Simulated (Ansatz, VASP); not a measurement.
## Two plane-wave programs on GaAs

```xyz
2
Lattice="0.0000 2.9023 2.9023 2.9023 0.0000 2.9023 2.9023 2.9023 0.0000" Properties=species:S:1:pos:R:3 pbc="T T T"
Ga    0.0000    0.0000    0.0000
As    4.3535    4.3535    4.3535
```

Alike in both runs: functional RPBE; k mesh 12 × 12 × 12; occupations gaussian, width 0.01 eV; no spin polarisation.

Ansatz relaxed the structure, and its values are those at the end. VASP's run is a single point on that final structure, the one shown.

```csv
,VASP,Ansatz
version,VASP 6.6.1,Ansatz 0.2.0
potentials or method,"VASP PAW PBE potentials, release 64 (Ga_d, As)","scalar-relativistic, plane waves, PAW"
plane-wave cutoff (eV),520,420
valence electrons in the cell,18,28
```

|  | VASP | Ansatz | Ansatz less VASP |
| --- | --- | --- | --- |
| gap on the k mesh at the Fermi level (eV) | 0.07 | 0.07 | +0.002 |
| least direct gap on the mesh (eV) | 0.07 | 0.07 | +0.002 |
| pressure (GPa) | 0.1 | 0.0 | -0.11 |

The two sets of potentials don't hold the same shells in valence.

Caveats: the PAW data sets were made with another functional, which shifts forces and pressure a little (VASP).
